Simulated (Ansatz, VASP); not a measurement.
SiC in VASP and in Ansatz

```
CELL_PARAMETERS angstrom
0.00000 2.16141 2.16141
2.16141 0.00000 2.16141
2.16141 2.16141 0.00000
ATOMIC_POSITIONS crystal
Si 0.00000 0.00000 0.00000
C 0.75000 0.75000 0.75000
```

Alike in both runs: functional LDA; k mesh 10 × 10 × 10; no spin polarisation.

Ansatz relaxed the structure, and its values are those at the end. VASP's run is a single point on that final structure, the one shown.

```csv
,VASP,Ansatz
version,VASP 6.6.1,Ansatz 0.2.0
potentials or method,"VASP PAW LDA potentials, release 64 (Si, C)","PAW with Ansatz's default frozen-core files, scalar-relativistic"
plane-wave cutoff (eV),520,420
occupations,"gaussian, width 0.01 eV",fixed
valence electrons in the cell,8,8
```

Ansatz gave:

- gap on the k mesh at the Fermi level (eV): 1.30
- pressure (GPa): 1.0

Question: What did VASP give for the same quantities?

Answer: gap on the k mesh at the Fermi level (eV): 1.28; pressure (GPa): 1.4.

A k mesh can miss the band edges.
